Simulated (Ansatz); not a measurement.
**Ni3Si: strain energy, fitted**

Ni3Si, Pm-3m, a = 3.506 Å. The structure is a COD entry; whether it is the stable form wasn't checked. Ansatz: PBE, PAW, 420 eV, Γ-centred 14×14×14 mesh on 4 atoms, Gaussian smearing 0.10 eV; no spin polarisation. Series: strain along c alone, the other axes held, atoms fixed by symmetry; x is the strain in per cent. y is the free energy over the unstrained cell, V0 = 10.776 Å³/atom.

| x (%) | y (meV/atom) |
| --- | --- |
| -4.5 | ? |
| -3.0 | 10.11 |
| -1.5 | 2.47 |
| 0.0 | 0.00 |
| 1.5 | 2.33 |
| 3.0 | 9.12 |
| 4.5 | 20.02 |

**Question.** Fit y = c2 x² + c3 x³ to the other rows, turn c2 into a modulus, and predict the missing energy.

**Answer.** Least squares on the rows shown. y = 1.0690 x² − 0.017944 x³. In eV per unit strain² c2 is 10.69; this is C33 with relaxed ions (E = ½ C33 V0 ε²): 2 × 10.69 × 160.2 / (10.776) = 318 GPa. At x = -4.5 the fit asked for gives 23.28 meV/atom. The run gave 23.34 meV/atom, so the fit is 0.06 meV/atom too low, a small miss on the scale of the series.